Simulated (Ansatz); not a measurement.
Ionic part of the dielectric constant of CaF$_{2}$ at 50 GPa, mode by mode

These are results of DFT PBEsol, scalar-relativistic, plane waves, PAW in Ansatz, not measurements. Cutoff 420 eV, 8×8×8 k-points (Γ-centred), fixed occupations. No spin polarisation. Phonons by linear response, acoustic sum rule imposed.

The structure is cubic, space group Fm-3m (No. 225). Conventional cell: a = 4.912 Å, b = 4.912 Å, c = 4.912 Å, α = 90.00°, β = 90.00°, γ = 90.00°. Around Ca (site symmetry m-3m) lie 8 F at 2.13 Å. Around F (site symmetry -43m) lie 4 Ca at 2.13 Å.

The real crystal has changed phase below this pressure.

The primitive cell has V = 29.63 Å³ and ε∞,xx = 2.563. Each polar mode adds Δε = (4.92064×10⁷/V)·S/ν² along x, with S its oscillator strength in e²/amu, ν in cm⁻¹ and V in Å³.

Problem. From these modes, find each Δε and ε0,xx.
```csv
ν (cm⁻¹),S_xx (e²/amu)
468.4,0.3151
```

Solution.
```csv
ν (cm⁻¹),Δε
468.4,2.39
```

The sum is 2.385, so ε0,xx = 4.95; the run's tensor has 4.95.

Problem. Where do the longitudinal modes lie for a wave vector along x?

Solution. At 651 cm⁻¹. The Lyddane–Sachs–Teller product Π(ν_LO/ν_TO)² = 1.93 matches ε0/ε∞ = 1.93.

Cost: 1 run of about 0.28 core-minutes, on Intel Xeon Processor @ 2.70GHz (shared hosts).

The whole lattice contribution comes from one triply degenerate polar mode, in which the Ca sublattice moves against the two F sublattices. The other optical mode of fluorite moves the fluorines against each other with Ca at rest, so it carries no dipole and adds nothing. With Δε = 2.39 against ε∞ = 2.563, ionic displacement contributes more to the static susceptibility than the electrons do once the vacuum term is removed, as expected for a strongly ionic, wide-gap fluoride whose tightly bound F 2p electrons polarise weakly. The macroscopic field accompanying the longitudinal motion adds a restoring force and lifts the mode from 468.4 to 651 cm⁻¹. Fluorite at ambient pressure has a softer transverse mode and a larger static constant. The difference probably reflects the steep short-range Ca–F repulsion at reduced volume, since the ionic response falls with the square of the frequency. A real polar frequency at the zone centre does not establish dynamical stability at other wave vectors.
